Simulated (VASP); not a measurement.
A VASP 6.6.1 single-point calculation on LiCl

INCAR

```
SIGMA = 0.02
PREC = Accurate
LWAVE = .FALSE.
EDIFF = 1E-7
NELM = 69
LASPH = .TRUE.
LCHARG = .FALSE.
LREAL = .FALSE.
ISIF = 2
NBANDS = 12
GGA = PE
NSW = 0
ISMEAR = -1
MAGMOM = -3 -3
ENCUT = 520
ISPIN = 2
IBRION = -1
```

KPOINTS

```
KPOINTS created by Atomic Simulation Environment
0
Gamma
8 8 8
0 0 0
```

POSCAR

```
Li Cl
 1.0000000000000000
     0.0000000000000000    2.5560369926000002    2.5560369926000002
     2.5849202106000000    0.0000000000000000    2.5560369926000002
     2.5849202106000000    2.5560369926000002    0.0000000000000000
 Li  Cl
   1   1
Cartesian
  0.0000000000000000  0.0000000000000000  0.0000000000000000
  2.5849202106000000  2.5560369926000002  2.5560369926000002
```

The recommended PBE PAW datasets give the neutral cell 10 valence electrons.

Command

```
mpirun -np 1 vasp_std
```

**Question.** Predict the outcome of this run.

**Answer.** It converged. Results: pressure 0.3 GPa; magnetic moment of the cell 0.00 μB.

OSZICAR

```
N       E                     dE             d eps       ncg     rms          rms(c)
DAV:   1     0.783811859164E+02    0.78381E+02   -0.42223E+03  2840   0.764E+02
DAV:   2     0.338176649145E+02   -0.44564E+02   -0.42264E+02  3572   0.139E+02
DAV:   3     0.310818953631E+02   -0.27358E+01   -0.27289E+01  3636   0.342E+01
DAV:   4     0.310348821423E+02   -0.47013E-01   -0.47004E-01  3676   0.514E+00
DAV:   5     0.310343538022E+02   -0.52834E-03   -0.52833E-03  3644   0.473E-01    0.271E+01
DAV:   6    -0.310774548795E+01   -0.34142E+02   -0.14981E+02  3080   0.940E+01    0.963E+00
DAV:   7    -0.746942996242E+01   -0.43617E+01   -0.89627E+00  2948   0.162E+01    0.237E+00
DAV:   8    -0.744038730125E+01    0.29043E-01   -0.17770E-01  3300   0.357E+00    0.150E+00
DAV:   9    -0.738216772177E+01    0.58220E-01   -0.89930E-02  3820   0.176E+00    0.687E-01
DAV:  10    -0.738430749179E+01   -0.21398E-02   -0.15131E-02  3664   0.104E+00    0.198E-01
DAV:  11    -0.738543442765E+01   -0.11269E-02   -0.43864E-03  3628   0.533E-01    0.123E-01
DAV:  12    -0.738551606550E+01   -0.81638E-04   -0.46744E-04  3116   0.230E-01    0.506E-02
DAV:  13    -0.738552939453E+01   -0.13329E-04   -0.41627E-05  3592   0.575E-02    0.262E-02
DAV:  14    -0.738554777480E+01   -0.18380E-04   -0.24323E-05  3440   0.366E-02    0.951E-03
DAV:  15    -0.738554826906E+01   -0.49427E-06   -0.47301E-06  3344   0.208E-02    0.550E-03
DAV:  16    -0.738554726059E+01    0.10085E-05   -0.10401E-06  4420   0.638E-03    0.260E-03
DAV:  17    -0.738554623271E+01    0.10279E-05   -0.30245E-07  3628   0.427E-03    0.149E-03
DAV:  18    -0.738554659346E+01   -0.36075E-06   -0.50872E-08  2480   0.231E-03    0.536E-04
DAV:  19    -0.738554672497E+01   -0.13151E-06   -0.93175E-09  1704   0.664E-04    0.101E-04
DAV:  20    -0.738554674168E+01   -0.16714E-07   -0.45952E-09  1672   0.465E-04
   1 F= -.73855467E+01 E0= -.73855467E+01  d E =-.170095E-13  mag=     0.0000
```

For comparison, a separate PBE run of the intended cell, on usual settings and not on those above, gives a gap of 6.32 eV on its mesh and a pressure of 0.3 GPa.
